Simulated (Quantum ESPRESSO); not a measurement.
# Dipole at the next field: honeycomb InAs, 2 layers, AA stacking

Method. Quantum ESPRESSO 7.5, LDA, GBRV ultrasoft; sawtooth field along the normal with dipole correction, ions clamped, threshold 1e-9 Ry; cell area 16.199 Å².

```tsv
field (V/Å)	dipole (e Å a cell)
0	0.12756
0.1	0.19283
0.2	0.25752
```

**Question.** What is the dipole at 0.3 V/Å, and what electrostatic thickness 4πα/A follows from the rows?

**Fit.** The slope is (0.25752 − (0.12756))/0.2 = 0.6498 e Å²/V, so 4πα/A = 180.95 × 0.6498/16.199 = 7.26 Å. Linear response gives p = 0.12756 + 0.6498 × (0.3) = 0.32250 e Å; a parabola through the three rows gives 0.32163.

What the calculation gave: p = 0.32181 e Å. The line misses by 0.4 % of the induced dipole and the parabola by 0.1 %. The response is linear over this range.

**Limits.** Electrons alone respond; local and semilocal functionals tend to overscreen.

[Logs are printed without paths, hosts, clocks, repeated set-up lines and the standing remarks that a program may print on its own settings, such as how far it seeks lower states.]
